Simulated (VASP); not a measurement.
**Ta3N5: GW quasiparticle gap**

How does the gap of Ta3N5 change from the starting functional to GW? The cell has space group Cmcm. The start is a cell from a database of measured crystal structures.

Main program and level: VASP 6.6.1; r2SCAN; plane waves and PAW (Ta_sv_GW, N_GW), in the first sound run; inputs show where later runs differ.

## (1) The structure

It takes space group Cmcm (No. 63, orthorhombic). Conventional cell: a = 3.886 Å, b = 10.212 Å, c = 10.262 Å, α = 90.00°, β = 90.00°, γ = 90.00°. Ta has 6 N at 2.04 to 2.14 Å nearest. Nearest to Ta lie 6 N at 1.96 to 2.24 Å. Nearest to N lie 4 Ta at 2.06 to 2.22 Å. N has 3 Ta at 1.96 to 2.04 Å nearest. Nearest to N lie 4 Ta at 2.03 to 2.24 Å. Farther neighbours and most contacts between anions are not listed.

Structure file:

```cif
data_structure
_symmetry_space_group_name_H-M 'P 1'
_symmetry_Int_Tables_number 1
_cell_length_a 5.4631
_cell_length_b 5.4631
_cell_length_c 10.2624
_cell_angle_alpha 90.000
_cell_angle_beta 90.000
_cell_angle_gamma 138.330
_cell_volume 203.63
loop_
_atom_site_label
_atom_site_type_symbol
_atom_site_fract_x
_atom_site_fract_y
_atom_site_fract_z
_atom_site_occupancy
Ta1 Ta 0.80290 0.19710 0.25000 1
Ta2 Ta 0.19710 0.80290 0.75000 1
Ta3 Ta 0.86545 0.13455 0.55906 1
Ta4 Ta 0.13455 0.86545 0.05906 1
Ta5 Ta 0.13455 0.86545 0.44094 1
Ta6 Ta 0.86545 0.13455 0.94094 1
N7 N 0.23678 0.76322 0.25000 1
N8 N 0.76322 0.23678 0.75000 1
N9 N 0.95299 0.04701 0.11949 1
N10 N 0.04701 0.95299 0.61949 1
N11 N 0.04701 0.95299 0.88051 1
N12 N 0.95299 0.04701 0.38051 1
N13 N 0.69138 0.30862 0.07378 1
N14 N 0.30862 0.69138 0.57378 1
N15 N 0.30862 0.69138 0.92622 1
N16 N 0.69138 0.30862 0.42622 1
```

## (2) Ground state

The orbitals come from a self-consistent r2SCAN run with a tight EDIFF and a narrow smearing. KPOINTS_OPT adds the bands along a path, which shows whether the mesh holds the band edges.

INCAR

```
SYSTEM = Ta3N5
PREC = Accurate
ENCUT = 450
EDIFF = 1E-08
NELM = 100
ISMEAR = 0
SIGMA = 0.01
LREAL = .FALSE.
ALGO = Normal
METAGGA = R2SCAN
LASPH = .TRUE.
NBANDS = 80
LORBIT = 11
LWAVE = .TRUE.
LCHARG = .FALSE.
KPAR = 2
```

POSCAR

```
Ta3N5
1.0
    1.9431000000     -5.1059000000      0.0000000000
    1.9431000000      5.1059000000      0.0000000000
    0.0000000000      0.0000000000     10.2624000000
Ta N
6 10
Direct
    0.8029000000      0.1971000000      0.2500000000
    0.1971000000      0.8029000000      0.7500000000
    0.8654500000      0.1345500000      0.5590600000
    0.1345500000      0.8654500000      0.0590600000
    0.1345500000      0.8654500000      0.4409400000
    0.8654500000      0.1345500000      0.9409400000
    0.2367800000      0.7632200000      0.2500000000
    0.7632200000      0.2367800000      0.7500000000
    0.9529900000      0.0470100000      0.1194900000
    0.0470100000      0.9529900000      0.6194900000
    0.0470100000      0.9529900000      0.8805100000
    0.9529900000      0.0470100000      0.3805100000
    0.6913800000      0.3086200000      0.0737800000
    0.3086200000      0.6913800000      0.5737800000
    0.3086200000      0.6913800000      0.9262200000
    0.6913800000      0.3086200000      0.4262200000
```

KPOINTS

```
Automatic mesh
0
Gamma
4 4 1
0 0 0
```

KPOINTS_OPT

```
Line mode
8
Line-mode
Reciprocal
  0.00000000   0.00000000   0.00000000 GAMMA
  0.28620643   0.28620643   0.00000000 X

  0.28620643   0.28620643   0.00000000 X
  0.00000000   0.50000000   0.00000000 S

  0.00000000   0.50000000   0.00000000 S
  0.00000000   0.50000000   0.50000000 R

  0.00000000   0.50000000   0.50000000 R
  0.28620643   0.28620643   0.50000000 A

  0.28620643   0.28620643   0.50000000 A
  0.00000000   0.00000000   0.50000000 Z

  0.00000000   0.00000000   0.50000000 Z
  0.00000000   0.00000000   0.00000000 GAMMA

  0.00000000   0.00000000   0.00000000 GAMMA
 -0.50000000   0.50000000   0.00000000 Y

 -0.50000000   0.50000000   0.00000000 Y
 -0.28620643   0.71379357   0.00000000 X1

 -0.28620643   0.71379357   0.00000000 X1
 -0.28620643   0.71379357   0.50000000 A1

 -0.28620643   0.71379357   0.50000000 A1
 -0.50000000   0.50000000   0.50000000 T

 -0.50000000   0.50000000   0.50000000 T
 -0.50000000   0.50000000   0.00000000 Y

  0.00000000   0.00000000   0.50000000 Z
 -0.50000000   0.50000000   0.50000000 T
```

Potentials, in the order of the species: Ta_sv_GW and N_GW (PBE family, release 64).

Started as:

```bash
> mpirun -np 16 vasp_std
```

What it wrote:

```text
[banner, memory and clock lines left out]
running   16 mpi-ranks, on    1 nodes
 distrk:  each k-point on    8 cores,    2 groups
 distr:  one band on    1 cores,    8 groups

 POSCAR found type information on POSCAR TaN
 POSCAR found :  2 types and      16 ions
|                                                                             |
|           W    W    AA    RRRRR   N    N  II  N    N   GGGG   !!!           |
|           W    W   A  A   R    R  NN   N  II  NN   N  G    G  !!!           |
|           W    W  A    A  R    R  N N  N  II  N N  N  G       !!!           |
|           W WW W  AAAAAA  RRRRR   N  N N  II  N  N N  G  GGG   !            |
|           WW  WW  A    A  R   R   N   NN  II  N   NN  G    G                |
|           W    W  A    A  R    R  N    N  II  N    N   GGGG   !!!           |
|                                                                             |
|     For optimal performance we recommend to set                             |
|       NCORE = 2 up to number-of-cores-per-socket                            |
|     NCORE specifies how many cores store one orbital (NPAR=cpu/NCORE).      |
|     This setting can greatly improve the performance of VASP for DFT.       |
|     The default, NCORE=1 might be grossly inefficient on modern             |
|     multi-core architectures or massively parallel machines. Do your        |
|     Unfortunately you need to use the default for GW and RPA                |
|     calculations (for HF NCORE is supported but not extensively tested      |
|     yet).                                                                   |
|                                                                             |

|                                                                             |
|               ----> ADVICE to this user running VASP <----                  |
|                                                                             |
|     You enforced a specific xc type in the INCAR file but a different       |
|     [... a line on the potential file left out ...]
|     I HOPE YOU KNOW WHAT YOU ARE DOING!                                     |
|                                                                             |

 LDA part: xc-table for (None), standard interpolation
 POSCAR, INCAR and KPOINTS ok, starting setup
 FFT: planning ... GRIDC
 FFT: planning ... GRID_SOFT
 FFT: planning ... GRID
 WAVECAR not read
 entering main loop
       N       E                     dE             d eps       ncg     rms          rms(c)
DAV:   1     0.101367097129E+04    0.10137E+04   -0.72887E+04  1144   0.147E+03
DAV:   2    -0.384095614495E+03   -0.13978E+04   -0.13403E+04  1584   0.520E+02
DAV:   3    -0.502601634389E+03   -0.11851E+03   -0.11765E+03  1408   0.147E+02
DAV:   4    -0.506178011475E+03   -0.35764E+01   -0.35687E+01  1576   0.301E+01
DAV:   5    -0.506241746938E+03   -0.63735E-01   -0.63685E-01  1400   0.377E+00    0.827E+01
DAV:   6    -0.415463441069E+03    0.90778E+02   -0.18324E+02  1528   0.449E+01    0.792E+01
DAV:   7    -0.418145166372E+03   -0.26817E+01   -0.75671E+00  1408   0.108E+01    0.361E+01
DAV:   8    -0.418505119297E+03   -0.35995E+00   -0.88910E-01  1528   0.601E+00    0.138E+01
DAV:   9    -0.418589007027E+03   -0.83888E-01   -0.21779E-01  1568   0.243E+00    0.103E+00
DAV:  10    -0.418590536046E+03   -0.15290E-02   -0.15673E-02  1520   0.707E-01    0.501E-01
DAV:  11    -0.418591156813E+03   -0.62077E-03   -0.27833E-03  1352   0.216E-01    0.664E-01
DAV:  12    -0.418591185060E+03   -0.28247E-04   -0.23109E-04  1616   0.962E-02    0.423E-01
DAV:  13    -0.418591226605E+03   -0.41545E-04   -0.70899E-05  1368   0.359E-02    0.120E-01
DAV:  14    -0.418591222653E+03    0.39518E-05   -0.29294E-05  1576   0.256E-02    0.333E-02
DAV:  15    -0.418591223358E+03   -0.70489E-06   -0.26627E-06  1384   0.570E-03    0.270E-02
DAV:  16    -0.418591224506E+03   -0.11483E-05   -0.28607E-07  1504   0.251E-03    0.928E-03
DAV:  17    -0.418591225335E+03   -0.82892E-06   -0.11218E-07  1224   0.155E-03    0.525E-04
DAV:  18    -0.418591225308E+03    0.27405E-07   -0.10914E-08   848   0.704E-04    0.770E-04
DAV:  19    -0.418591225312E+03   -0.39254E-08   -0.11465E-08   792   0.414E-04
   1 F= -.41859123E+03 E0= -.41859123E+03  d E =0.000000E+00
 Start KPOINTS_OPT (optional k-point list driver)
k-point batch [1-7\96]
       N       E                     dE             ncg
DAV:   1    -0.217732866879E+04   -0.13680E+05     1168
DAV:   2    -0.117475674650E+05   -0.95702E+04     1584
DAV:   3    -0.125776777054E+05   -0.83011E+03     1464
DAV:   4    -0.126080993193E+05   -0.30422E+02     1616
DAV:   5    -0.126088844636E+05   -0.78514E+00     1488
DAV:   6    -0.126089159164E+05   -0.31453E-01     1608
DAV:   7    -0.126089173643E+05   -0.14480E-02     1488
DAV:   8    -0.126089174407E+05   -0.76398E-04     1600
DAV:   9    -0.126089174458E+05   -0.50919E-05     1344
DAV:  10    -0.126089174463E+05   -0.42104E-06     1200
DAV:  11    -0.126089174463E+05   -0.38675E-07     1000
DAV:  12    -0.126089174463E+05   -0.48749E-08      936
[...]
k-point batch [92-96\96]
       N       E                     dE             ncg
DAV:   1    -0.366329726301E+03   -0.10070E+05      824
DAV:   2    -0.728086915045E+04   -0.69145E+04     1096
DAV:   3    -0.790247527847E+04   -0.62161E+03     1056
DAV:   4    -0.792359917754E+04   -0.21124E+02     1096
DAV:   5    -0.792433601726E+04   -0.73684E+00     1064
DAV:   6    -0.792436072480E+04   -0.24708E-01     1144
DAV:   7    -0.792436165069E+04   -0.92589E-03     1056
DAV:   8    -0.792436170544E+04   -0.54752E-04     1144
DAV:   9    -0.792436170844E+04   -0.30041E-05      936
DAV:  10    -0.792436170864E+04   -0.20295E-06      880
DAV:  11    -0.792436170866E+04   -0.12735E-07      728
DAV:  12    -0.792436170866E+04   -0.27467E-09      648
 writing wavefunctions
```

Wall time 9.1 min (16 MPI ranks of Intel Xeon Platinum 8259CL at 2.50GHz (Skylake/Cascade Lake), shared host); peak memory 4.1 GiB.

Lines that name or quote the potential files are left out of all logs, and their timing lines are given in words.

Parts of OUTCAR (step 2):

```text
ion  position               nearest neighbor table
   1  0.803  0.197  0.250-   9 2.04  12 2.04   7 2.06   7 2.06  16 2.14  13 2.14   6 3.24   3 3.24
                             4 3.25   4 3.25   5 3.25   5 3.25
   2  0.197  0.803  0.750-  10 2.04  11 2.04   8 2.06   8 2.06  15 2.14  14 2.14   5 3.24   4 3.24
                             3 3.25   3 3.25   6 3.25   6 3.25
   3  0.865  0.135  0.559-  10 1.96  14 2.03  14 2.03  12 2.04   8 2.22  16 2.24   5 3.00   1 3.24
                             2 3.25   2 3.25   5 3.29   5 3.29
   4  0.135  0.865  0.059-   9 1.96  13 2.03  13 2.03  11 2.04   7 2.22  15 2.24   6 3.00   2 3.24
                             1 3.25   1 3.25   6 3.29   6 3.29
   5  0.135  0.865  0.441-  12 1.96  16 2.03  16 2.03  10 2.04   7 2.22  14 2.24   3 3.00   2 3.24
                             1 3.25   1 3.25   3 3.29   3 3.29
   6  0.865  0.135  0.941-  11 1.96  15 2.03  15 2.03   9 2.04   8 2.22  13 2.24   4 3.00   1 3.24
                             2 3.25   2 3.25   4 3.29   4 3.29
   7  0.237  0.763  0.250-   1 2.06   1 2.06   5 2.22   4 2.22
   8  0.763  0.237  0.750-   2 2.06   2 2.06   6 2.22   3 2.22
   9  0.953  0.047  0.119-   4 1.96   1 2.04   6 2.04
  10  0.047  0.953  0.619-   3 1.96   2 2.04   5 2.04
  11  0.047  0.953  0.881-   6 1.96   2 2.04   4 2.04
  12  0.953  0.047  0.381-   5 1.96   1 2.04   3 2.04
  13  0.691  0.309  0.074-   4 2.03   4 2.03   1 2.14   6 2.24
  14  0.309  0.691  0.574-   3 2.03   3 2.03   2 2.14   5 2.24
  15  0.309  0.691  0.926-   6 2.03   6 2.03   2 2.14   4 2.24
  16  0.691  0.309  0.426-   5 2.03   5 2.03   1 2.14   3 2.24

  LATTYP: Found a base centered orthorhombic cell.
 ALAT       =     3.8862000000
 B/A-ratio  =     2.6277083012
 C/A-ratio  =     2.6407287324

 Subroutine GETGRP returns: Found  8 space group operations
 (whereof  4 operations were pure point group operations)

The static configuration has the point symmetry C_2h.
 The point group associated with its full space group is D_2h.

 Found      7 irreducible k-points:

   k-points           NKPTS =      7   k-points in BZ     NKDIM =      7   number of bands    NBANDS=     80

   dimension x,y,z NGX =    40 NGY =   40 NGZ =   72
   dimension x,y,z NGXF=    80 NGYF=   80 NGZF=  144

   ENCUT  =  450.0 eV  33.07 Ry    5.75 a.u.   9.45  9.45 17.75*2*pi/ulx,y,z

   NELECT =     128.0000    total number of electrons

 k-points in reciprocal lattice and weights: Automatic mesh
   0.00000000  0.00000000  0.00000000       0.062
   0.25000000 -0.00000000  0.00000000       0.250
   0.50000000 -0.00000000  0.00000000       0.125
   0.25000000  0.25000000  0.00000000       0.125
   0.50000000  0.25000000  0.00000000       0.250
  -0.25000000  0.25000000  0.00000000       0.125
   0.50000000  0.50000000  0.00000000       0.062

 average (electrostatic) potential at core
       1 -94.2177       2 -94.2177       3 -94.0481       4 -94.0481       5 -94.0481
       6 -94.0481       7 -62.9616       8 -62.9616       9 -62.6883      10 -62.6883
      11 -62.6883      12 -62.6883      13 -62.8892      14 -62.8892      15 -62.8892
      16 -62.8892

 E-fermi :   6.5555

 k-point     1 :       0.0000    0.0000    0.0000
  band No.  band energies     occupation
    ...
     60       5.3915      2.00000
     61       5.4921      2.00000
     62       5.7879      2.00000
     63       6.0297      2.00000
     64       6.3240      2.00000
     65       8.1435      0.00000
     66       8.4364      0.00000
     67       8.8229      0.00000
     68       9.1623      0.00000
     69       9.4799      0.00000
    ...

 k-point     2 :       0.2500   -0.0000    0.0000
  band No.  band energies     occupation
    ...
     60       5.3705      2.00000
     61       5.4059      2.00000
     62       5.5723      2.00000
     63       5.7103      2.00000
     64       6.2323      2.00000
     65       8.6482      0.00000
     66       9.2519      0.00000
     67       9.3966      0.00000
     68       9.5799      0.00000
     69       9.5930      0.00000
    ...

 k-point     3 :       0.5000   -0.0000    0.0000
  band No.  band energies     occupation
    ...
     60       4.8609      2.00000
     61       5.2406      2.00000
     62       5.2846      2.00000
     63       5.7610      2.00000
     64       5.9378      2.00000
     65       8.4485      0.00000
     66       8.4953      0.00000
     67       9.3318      0.00000
     68       9.6545      0.00000
     69       9.7407      0.00000
    ...

  Total       -2.7005878     -2.1621872     -0.5510651      0.0000000      0.0000000      0.0000000
  in kB      -21.2482173    -17.0120827     -4.3357784      0.0000000      0.0000000      0.0000000
  external PRESSURE =     -14.1986928 kB  Pullay stress =       0.0000000 kB

  energy-cutoff  :      450.00
  volume of cell :      203.63
      direct lattice vectors                 reciprocal lattice vectors
     1.943100000 -5.105900000  0.000000000     0.257320776 -0.097925929  0.000000000
     1.943100000  5.105900000  0.000000000     0.257320776  0.097925929  0.000000000
     0.000000000  0.000000000 10.262400000     0.000000000  0.000000000  0.097443093

 POSITION                                       TOTAL-FORCE (eV/Angst)
 -----------------------------------------------------------------------------------
      1.94310     -3.09315      2.56560         0.000000     -0.099331     -0.000000
      1.94310      3.09315      7.69680         0.000000      0.099331     -0.000000
      1.94310     -3.73190      5.73730         0.000000     -0.316023      0.244311
      1.94310      3.73190      0.60610         0.000000      0.316023      0.244311
      1.94310      3.73190      4.52510         0.000000      0.316023     -0.244311
      1.94310     -3.73190      9.65630         0.000000     -0.316023     -0.244311
      1.94310      2.68795      2.56560         0.000000     -0.105570     -0.000000
      1.94310     -2.68795      7.69680         0.000000      0.105570     -0.000000
      1.94310     -4.62584      1.22625         0.000000     -0.095547     -0.227485
      1.94310      4.62584      6.35745         0.000000      0.095547     -0.227485
      1.94310      4.62584      9.03615         0.000000      0.095547      0.227485
      1.94310     -4.62584      3.90495         0.000000     -0.095547      0.227485
      1.94310     -1.95433      0.75716         0.000000     -0.060732     -0.045198
      1.94310      1.95433      5.88836         0.000000      0.060732     -0.045198
      1.94310      1.95433      9.50524         0.000000      0.060732      0.045198
      1.94310     -1.95433      4.37404         0.000000     -0.060732      0.045198
 -----------------------------------------------------------------------------------
    total drift:                                0.000000     -0.000000     -0.000000

  FREE ENERGIE OF THE ION-ELECTRON SYSTEM (eV)
  ---------------------------------------------------
  free  energy   TOTEN  =      -418.5912253117 eV

  energy  without entropy=     -418.5912253117  energy(sigma->0) =     -418.59122531

 total charge
# of ion       s       p       d       f       tot
--------------------------------------------------
    1        2.903   6.091   2.067   0.180  11.242
    2        2.903   6.091   2.067   0.180  11.242
    3        2.919   6.092   2.108   0.182  11.300
    4        2.919   6.092   2.108   0.182  11.300
    5        2.919   6.092   2.108   0.182  11.300
    6        2.919   6.092   2.108   0.182  11.300
    7        1.226   2.495   0.000   0.000   3.721
    8        1.226   2.495   0.000   0.000   3.721
    9        1.245   2.491   0.000   0.000   3.736
   10        1.245   2.491   0.000   0.000   3.736
   11        1.245   2.491   0.000   0.000   3.736
   12        1.245   2.491   0.000   0.000   3.736
   13        1.232   2.522   0.000   0.000   3.754
   14        1.232   2.522   0.000   0.000   3.754
   15        1.232   2.522   0.000   0.000   3.754
   16        1.232   2.522   0.000   0.000   3.754
--------------------------------------------------
tot         29.840  61.594  12.565   1.088 105.088

[... 3 further parts left out ...]
```

The PAW data sets were made with PBE, which is usual practice but a small mismatch for other functionals.

Numbers from this step:

| Item | Value |
| --- | --- |
| free energy (TOTEN) | -418.5912 eV |
| Fermi energy | 6.556 eV |
| pressure | -1.420 GPa |
| least gap on mesh and path | 1.543 eV |
| least direct gap on mesh and path | 1.795 eV |

[end of part 1 of 5]

[Lines on the potential files, build, host, timing and source positions are cut from VASP's logs without a mark.]

[Logs are printed without paths, hosts, clocks, repeated set-up lines and the standing remarks that a program may print on its own settings, such as how far it seeks lower states.]

[Hosts, paths, dates, database ids (printed as entryN), source tags and the programs' standing remarks are cut or masked in the printed files.]

[Pressures printed for these runs are not shown converged in the cutoff: they can be off by several GPa and have the wrong sign.]
